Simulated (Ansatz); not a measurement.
Runs of Ansatz 0.2.0 on Hf. It takes space group Fm-3m (No. 225, cubic). Conventional cell: a = 4.440 Å, b = 4.440 Å, c = 4.440 Å, α = 90.00°, β = 90.00°, γ = 90.00°. Hf (site symmetry m-3m) has 12 Hf at 3.14 Å as nearest neighbours. This isn't the form of Hf at room conditions, which is hcp.

```csv
task,level,potentials or basis,spin,U,cell,cutoff (eV),smearing,start of the occupations,double counting,hubbard projectors,moments locked,basis error allowed,gap on the mesh (eV),pressure (GPa)
single point,LDA+U,"all-electron LAPW, non-relativistic",off,Hf d U = 6 eV,as given,207,methfessel-paxton 0.15 eV,auto,fll,ortho-atomic,-,0.001 eV/atom,none,(a)
single point,PBE,"all-electron LAPW, scalar-relativistic",off,-,as given,211,fermi-dirac 0.05 eV,-,-,-,-,0.001 eV/atom,none,3.1
relaxation of cell and atoms,LDA,"all-electron LAPW, scalar-relativistic",off,-,relaxed from: cell strained at random at fixed volume,-,fermi-dirac 0.1 eV,-,-,-,-,0.0005 eV/atom,-,0.0
single point,PBE,"all-electron LAPW, scalar-relativistic",off,-,cell strained at random at fixed volume,219,fermi-dirac 0.05 eV,-,-,-,-,0.001 eV/atom,none,3.2
density of states,PBE+D4,"all-electron LAPW, point nuclei","collinear, ferromagnetic start, moments held on the sites",-,as given,194,fermi-dirac 0.01 eV,-,-,-,"each atom's moment, at its start value",0.002 eV/atom,none,-
```

Alike in all rows: k mesh 10 × 10 × 10.

**Question.** Estimate the missing entries.

**Answer.** (a) 7.5.

Caveats: U is the effective U less J, on atomic orbitals that reach past the spheres (some runs); relativity is left out, which matters for the heavier elements (some runs); U without spin polarisation on a metal has little footing (some runs); the U is typed as a test and isn't derived for this compound (some runs); the SCF stop doesn't bound the stress (some runs); each atom's moment is held at its typed value, so this isn't a free magnetic state (some runs); pairwise dispersion overbinds metals, which lowers pressure and volume (some runs).

A k mesh can miss the band edges, and the runs leave out spin-orbit coupling on Hf.

A gap of «none» marks a metal or a gap under the smearing width.

The runs don't all hold the same shells in valence.
